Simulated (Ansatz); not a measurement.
# Sb: the cost of one run

Method: DFT PBE, scalar-relativistic, in Ansatz 0.2.0.

## (1) The starting structure

Symmetry: Fm-3m, No. 225, cubic system. Conventional cell: a = 4.610 Å, b = 4.610 Å, c = 4.610 Å, α = 90.00°, β = 90.00°, γ = 90.00°. Around Sb (site symmetry m-3m) lie 12 Sb at 3.26 Å.

Structure file:

```cif
data_structure
_symmetry_space_group_name_H-M 'Fm-3m'
_symmetry_Int_Tables_number 225
_cell_length_a 4.6100
_cell_length_b 4.6100
_cell_length_c 4.6100
_cell_angle_alpha 90.000
_cell_angle_beta 90.000
_cell_angle_gamma 90.000
_cell_volume 97.97
loop_
_atom_site_label
_atom_site_type_symbol
_atom_site_symmetry_multiplicity
_atom_site_Wyckoff_symbol
_atom_site_fract_x
_atom_site_fract_y
_atom_site_fract_z
_atom_site_occupancy
Sb1 Sb 4 a 0.00000 0.00000 0.00000 1
```

The file gives the conventional cell by its symmetry; the runs use the cell typed in the input.

## (2) After the deformation

Space group Fm-3m before, I4/mmm after.

## (3) LAPW, all electrons

input.yaml

```yaml
crystal:
  lattice:
    - [0.0, 2.2589, 2.305]
    - [2.2589, 0.0, 2.305]
    - [2.2589, 2.2589, 0.0]
  atoms:
    - { symbol: Sb, position: [0.0, 0.0, 0.0] }
kpoints:
  mp_grid: { grid: [12, 12, 12] }
  band_path:
    path:
      - [0.0, 0.0, 0.0]
      - [0.0, 0.5, 0.5]
      - [0.25, 0.75, 0.5]
      - [0.0, 0.5, 0.0]
      - [0.0, 0.0, 0.0]
      - [0.5, 0.5, 0.0]
      - [0.37005, 0.62995, 0.0]
      - [-0.37005, 0.37005, 0.0]
      - [0.0, 0.0, 0.0]
    npoints: 5
scf:
  occupations: { method: fermi_dirac, width: 0.05 }
hamiltonian:
  xc: pbe
  pseudopotentials: { kind: all_electron, lapw: { basis_error: 0.001 } }
output:
  forces: true
  stress: true
  eigenvalues: true
```

Run with:

```console
$ ansatz run input.yaml --threads 1 --pin off --max-ram 3072MiB --backend cpu --events-out ev --progress --plain --runs-dir out
```

**Question.** How long does this run take on 1 thread of Intel Xeon 6975P-C (Granite Rapids), shared host, and how much memory does it need?

About 5.9 s, with a peak of 0.34 GiB.
